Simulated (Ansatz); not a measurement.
Crystal: GaAs.

```
CELL_PARAMETERS angstrom
0.00000 2.82685 2.82685
2.82685 0.00000 2.82685
2.82685 2.82685 0.00000
ATOMIC_POSITIONS crystal
As 0.75000 0.75000 0.75000
Ga 0.00000 0.00000 0.00000
```

Base run:

```yaml
Program: Ansatz 0.2.0
Functional: RPBE
Potentials_or_basis: Ansatz PAW
Cutoff: 420 eV
Density_cutoff: 1680 eV
k_mesh: 5 × 5 × 5
Occupations: fermi-dirac, width 0.05 eV
Spin: no spin polarisation
```

Its results: band gap on the k mesh 0.64 eV, direct; pressure 5.3 GPa.

Task: After a change of settings the same cell gave: band gap on the k mesh 0.51 eV, direct; pressure 3.3 GPa. Which change was it?
A. functional from RPBE to r2SCAN; cutoff from 420 eV to 500 eV; density cutoff from 1680 eV to 2000 eV
B. functional from RPBE to LDA; k mesh from 5 × 5 × 5 to 8 × 8 × 8
C. functional from RPBE to PBE

Result: C.

PBE binds more tightly than RPBE, so the same cell stands under less pressure.

Caveats: odd divisions of the mesh miss points on the zone boundary, where band edges often lie, so the gap on the mesh can be too wide; the density of states is complete only up to the lowest level of the last band computed; the potentials were made for another functional, which shifts forces and pressure (some runs); the PAW data sets come from PBE, with cores solved anew for the run's functional, which leaves a small shift of forces and pressure (some runs).

Not every run made on this cell is shown here.
